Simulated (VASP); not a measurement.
Here is a VASP 6.6.1 calculation.

INCAR

```
SYSTEM = Si
PREC     = Accurate       ! precision mode
ENCUT    = 520            ! plane-wave cutoff, eV
EDIFF    = 1E-6           ! SCF threshold, eV
ISMEAR   = 0              ! smearing method
SIGMA    = 0.15           ! smearing width, eV
LREAL    = .False.        ! projectors in reciprocal space
LASPH    = .True.         ! aspherical terms in the spheres
NELM     = 100            ! most SCF steps
ALGO     = Normal         ! electronic algorithm
ISIF     = 2              ! what is computed and relaxed
LWAVE    = .False.        ! write WAVECAR
LCHARG   = .False.        ! write CHGCAR
GGA      = CA             ! functional
NBANDS   = 11             ! bands
```

File KPOINTS:

```
regular mesh
0
Gamma
  21 21 10
  0 0 0
```

Contents of POSCAR:

```
Si
1.0
    2.7988563849      0.0000000000      0.0000000000
   -1.3994281924      2.4238807308      0.0000000000
    0.0000000000      0.0000000000      4.2809558065
Si
2
Direct
    0.3333333333      0.6666666667      0.2500000000
    0.6666666667      0.3333333333      0.7500000000
```

Potentials or basis: VASP PAW LDA potentials, release 64 (Si).

The run is started by

```console
$ cat potpaw_LDA.64/Si/POTCAR > POTCAR
$ mpirun -np 1 vasp_std > vasp.out
```

What does it give for the band gap on the k mesh?

None (metal or under the smearing width).

Estimate the pressure.

-3.8 GPa.

Stress tensor (GPa, compression positive):
```
-4.93  0.00  0.00
 0.00 -4.93  0.00
 0.00  0.00 -1.43
```
